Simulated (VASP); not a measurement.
# SnO2 (Cassiterite) (P4_2/mnm) in VASP: settings compared, part 2 of 2

VASP 6.6.1. The steps go on from the part before.

## 3. Dielectric tensor, PBE

The input, INCAR:

```
ALGO = Normal
EDIFF = 1E-8
ENCUT = 520
GGA = PE
ISIF = 2
ISMEAR = 0
LASPH = True
LCHARG = False
LEPSILON = True
LREAL = False
LWAVE = False
NELM = 100
PREC = Accurate
SIGMA = 0.01
```

The input, KPOINTS:

```
k-points
0
Gamma
  8 8 12
```

The input, POSCAR:

```
SnO2
1.0
    4.7380000000      0.0000000000      0.0000000000
    0.0000000000      4.7380000000      0.0000000000
    0.0000000000      0.0000000000      3.1865000000
Sn O
2 4
Direct
    0.5000000000      0.5000000000      0.5000000000
    0.0000000000      0.0000000000      0.0000000000
    0.8071000000      0.1929000000      0.5000000000
    0.6929000000      0.6929000000      0.0000000000
    0.1929000000      0.8071000000      0.5000000000
    0.3071000000      0.3071000000      0.0000000000
```

Potentials or basis: VASP PAW PBE potentials, release 64 (Sn_d, O).

Launch:

```sh
cat potpaw_PBE.64/Sn_d/POTCAR potpaw_PBE.64/O/POTCAR > POTCAR
mpirun -np 1 vasp_std > vasp.out
```

OUTCAR:

```text
EDIFF = 1E-8
   ENCUT = 520
   GGA = PE
   ISIF = 2
   ISMEAR = 0
   LASPH = True
   LEPSILON = True
   LREAL = False
   NELM = 100
   PREC = Accurate

 Found    105 irreducible k-points:

 Following reciprocal coordinates:
            Coordinates               Weight
  0.000000  0.000000  0.000000      1.000000
  0.125000  0.000000  0.000000      4.000000
  0.250000  0.000000  0.000000      4.000000
  0.375000  0.000000  0.000000      4.000000
  0.500000  0.000000  0.000000      2.000000
  0.125000  0.125000  0.000000      4.000000
   k-points           NKPTS =    105   k-points in BZ     NKDIM =    105   number of bands    NBANDS=     31
   number of dos      NEDOS =    301   number of ions     NIONS =      6
   total plane-waves  NPLWV =  31104
   dimension x,y,z NGX =    36 NGY =   36 NGZ =   24
   dimension x,y,z NGXF=    72 NGYF=   72 NGZF=   48
   ions per type =               2   4
   NGX,Y,Z   is equivalent  to a cutoff of  12.63, 12.63, 12.52 a.u.
   NGXF,Y,Z  is equivalent  to a cutoff of  25.26, 25.26, 25.04 a.u.
 SYSTEM =  unknown system
   PREC   = accura    normal or accurate (medium, high low for compatibility)
   ISTART =      0    job   : 0-new  1-cont  2-samecut
[... 331 lines left out ...]
 -----------------------------------------------------------------------------
     0.00176  0.00000  0.00000           ( -0.00001  0.00000  0.00000)
     0.00000  0.00176  0.00000           (  0.00000 -0.00001  0.00000)
     0.00000  0.00000 -0.00543           (  0.00000  0.00000 -0.00017)

 PIEZOELECTRIC TENSOR FIELD DIRECTION 3  (C/m^2)
 -----------------------------------------------------------------------------
     0.00039  0.00000  0.00000
     0.00000  0.00039  0.00000
     0.00000  0.00000 -0.00122

 MACROSCOPIC STATIC DIELECTRIC TENSOR (including local field effects in DFT)
 ------------------------------------------------------
           4.248624     0.000000     0.000000
          -0.000000     4.248624     0.000000
           0.000000     0.000000     4.555063
 ------------------------------------------------------

 PIEZOELECTRIC TENSOR (including local field effects)  for field in x, y, z        (e  Angst)
          XX          YY          ZZ          XY          YZ          ZX
  --------------------------------------------------------------------------------
  x     0.00000     0.00000     0.00000     0.00000     0.00000     0.00000
  y     0.00000     0.00000     0.00000     0.00000     0.00000     0.00000
  z     0.00000     0.00000     0.00000     0.00000     0.00000     0.00000

 PIEZOELECTRIC TENSOR (including local field effects)  for field in x, y, z        (C/m^2)
          XX          YY          ZZ          XY          YZ          ZX
  --------------------------------------------------------------------------------
  x     0.00000     0.00000     0.00000     0.00000     0.00000     0.00000
  y     0.00000     0.00000     0.00000     0.00000     0.00000     0.00000
  z     0.00000     0.00000     0.00000     0.00000     0.00000     0.00000

 BORN EFFECTIVE CHARGES (including local field effects) (in |e|, cummulative output)
 ---------------------------------------------------------------------------------
 ion    1
    1     4.08249    -0.44560     0.00000
    2    -0.44560     4.08249     0.00000
    3     0.00000     0.00000     4.46859
 ion    2
    1     4.08249     0.44560     0.00000
    2     0.44560     4.08249     0.00000
    3     0.00000     0.00000     4.46859
 ion    3
    1    -2.04125     0.69158     0.00000
    2     0.69158    -2.04125     0.00000
    3     0.00000     0.00000    -2.23429
 ion    4
    1    -2.04125    -0.69158     0.00000
    2    -0.69158    -2.04125     0.00000
    3     0.00000     0.00000    -2.23429
 ion    5
    1    -2.04125     0.69158     0.00000
    2     0.69158    -2.04125     0.00000
    3     0.00000     0.00000    -2.23429
 ion    6
    1    -2.04125    -0.69158     0.00000
    2    -0.69158    -2.04125     0.00000
    3     0.00000     0.00000    -2.23429
```

OSZICAR:

```text
N       E                     dE             d eps       ncg     rms          rms(c)
DAV:   1     0.659667425801E+03    0.65967E+03   -0.26307E+04  7016   0.263E+03
DAV:   2     0.578549221316E+02   -0.60181E+03   -0.58074E+03  7312   0.688E+02
DAV:   3    -0.384738141838E+02   -0.96329E+02   -0.94360E+02  7513   0.228E+02
DAV:   4    -0.432668814747E+02   -0.47931E+01   -0.47709E+01  7681   0.565E+01
[... 11 lines left out ...]
RMM:   6    -0.750613299953E+00   -0.24062E-03   -0.79873E-05 11390   0.497E-02    0.436E-03
RMM:   7    -0.750839903876E+00   -0.22660E-03   -0.99823E-06 12301   0.163E-02    0.125E-03
RMM:   8    -0.750906219191E+00   -0.66315E-04   -0.15479E-06 12615   0.464E-03    0.345E-04
RMM:   9    -0.750918340088E+00   -0.12121E-04   -0.10025E-07 12535   0.133E-03    0.111E-04
RMM:  10    -0.750913273496E+00    0.50666E-05   -0.16060E-07 12366   0.432E-04    0.475E-05
RMM:  11    -0.750914382868E+00   -0.11094E-05   -0.31906E-08  9434   0.167E-04    0.542E-06
```

Wall time 14 min (1 thread of Intel Xeon 6975P-C (Granite Rapids), shared host); peak memory 0.91 GiB.

These settings aren't checked as converged: the numbers below hold their error.

Results:

| Item | Value |
| --- | --- |
| Band gap on the k mesh | 1.27 eV, direct |
| Electronic dielectric tensor (diagonal) | 4.25, 4.25, 4.56 |
| Born charges (mean of the diagonal) | Sn +4.21; O -2.11 e |

Caveat: spin-orbit coupling is left out, which moves the levels of the heavy elements.

## 4. The reference run

An earlier run on the cell as given: functional PBEsol; potentials or basis VASP PAW PBE potentials, release 64 (Sn_d, O); cutoff 520 eV; k mesh 6 × 6 × 8; occupations fermi-dirac, width 0.05 eV; no spin polarisation.

- Pressure: 5.4 GPa
- Largest force: 0.229 eV/Å
- Band gap on the k mesh: 1.18 eV, direct
